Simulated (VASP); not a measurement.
BN:

```
B N
1.0
     2.50650    0.00000    0.00000
    -1.25325    2.17069    0.00000
     0.00000    0.00000    6.57374
B N
2 2
Direct
  0.33333 0.66667 0.25000
  0.66667 0.33333 0.75000
  0.33333 0.66667 0.75000
  0.66667 0.33333 0.25000
```

Program: VASP 6.6.1. Alike in all runs: task band structure; no spin polarisation; cell as given; k mesh 12 × 12 × 4; cutoff (eV) 520; smearing gaussian 0.03 eV.

**Question.** Order these runs on this cell by their band gap on the k mesh, lowest first.
A. level r2SCAN; potentials or basis VASP PAW PBE potentials, release 64 (B, N)
B. level LDA; potentials or basis VASP PAW LDA potentials, release 64 (B, N)
C. level TB-mBJ; potentials or basis VASP PAW PBE potentials, release 64 (B, N)
D. level PBE; potentials or basis VASP PAW PBE potentials, release 64 (B, N)

**Answer.** B (4.05 eV), D (4.25 eV), A (4.85 eV), C (6.00 eV).

A k mesh can miss the band edges.
